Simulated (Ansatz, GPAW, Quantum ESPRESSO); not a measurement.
# Ta: programs and potentials compared

```xyz
1
Lattice="-1.6513 1.6513 1.6513 1.6513 -1.6513 1.6513 1.6513 1.6513 -1.6513" Properties=species:S:1:pos:R:3 pbc="T T T"
Ta    0.0000    0.0000    0.0000
```

Alike in all runs: task band structure; functional LDA; k mesh 11 × 11 × 11; occupations fermi-dirac, width 0.05 eV; no spin polarisation; no spin-orbit coupling. LDA stands for any of its common fits. Pressure is positive in compression and, in plane waves, holds the error of the finite cutoff.

```tsv
program and potentials	plane-wave cutoff (eV)	notes	pressure (GPa)
Ansatz, all-electron LAPW, scalar-relativistic	-	-	-9.48
GPAW, PAW data sets generated for this functional	600	-	-9.48
Quantum ESPRESSO, PseudoDojo 0.4.1 SR LDA standard	789	-	-10.65
```

The pressure spans -10.65 (Quantum ESPRESSO, PseudoDojo 0.4.1 SR LDA standard) to -9.48 GPa (Ansatz, all-electron LAPW, scalar-relativistic), with all-electron results at -9.48.

The functional is the same throughout but for its coding, so the spread measures potentials, basis and numerics; runs on potential files found faulty are left out.

All three calculations give a negative pressure, so at this volume the body-centred cubic cell is stretched relative to its LDA equilibrium and would contract if relaxed. The cell is close to the experimental one, and the sign is what the familiar overbinding of LDA leads one to expect: the functional favours bond lengths that are too short in 5d metals. The size of the pressure reflects the stiffness of tantalum, a group 5 metal whose d electrons occupy mainly bonding states, so that even a small mismatch in lattice parameter costs a large stress.

GPAW reproduces the all-electron value of -9.48 GPa, while Quantum ESPRESSO gives a stronger tension of -10.65 GPa, probably through the treatment of the core and semicore shells or an incompletely converged basis. This difference is small beside the tension common to all three, which therefore belongs mainly to the functional at this volume and not to the potentials. A single volume, however, fixes neither the equilibrium lattice parameter nor the bulk modulus.
